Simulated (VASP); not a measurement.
A run of VASP 6.6.1 is set up as follows.

INCAR

```
SYSTEM = ZnSe
ALGO = Fast
EDIFF = 1E-6
ENCUT = 520
GGA = PE
ISIF = 2
ISMEAR = 0
LASPH = .TRUE.
LCHARG = .TRUE.
LELF = .TRUE.
LREAL = .FALSE.
LVHAR = .TRUE.
LWAVE = .FALSE.
NBANDS = 16
NELM = 100
PREC = Accurate
SIGMA = 0.05
```

KPOINTS

```
k-points
0
G
  6 6 6
  0 0 0
```

The input POSCAR:

```
ZnSe
1.0
    0.0000000000      2.7200000000      2.7200000000
    2.7200000000      0.0000000000      2.7200000000
    2.7200000000      2.7200000000      0.0000000000
Zn Se
1 1
Direct
    0.0000000000      0.0000000000      0.0000000000
    0.5000000000      0.5000000000      0.5000000000
```

Potentials or basis: VASP PAW PBE potentials, release 64 (Zn, Se).

Launch:

```console
$ cat potpaw_PBE.64/Zn/POTCAR potpaw_PBE.64/Se/POTCAR > POTCAR
$ mpirun -np 1 vasp_std > vasp.out
```

Q: Estimate the band gap on the k mesh.

A: None (metal or under the smearing width).

Q: Predict the pressure.

A: -2.2 GPa.
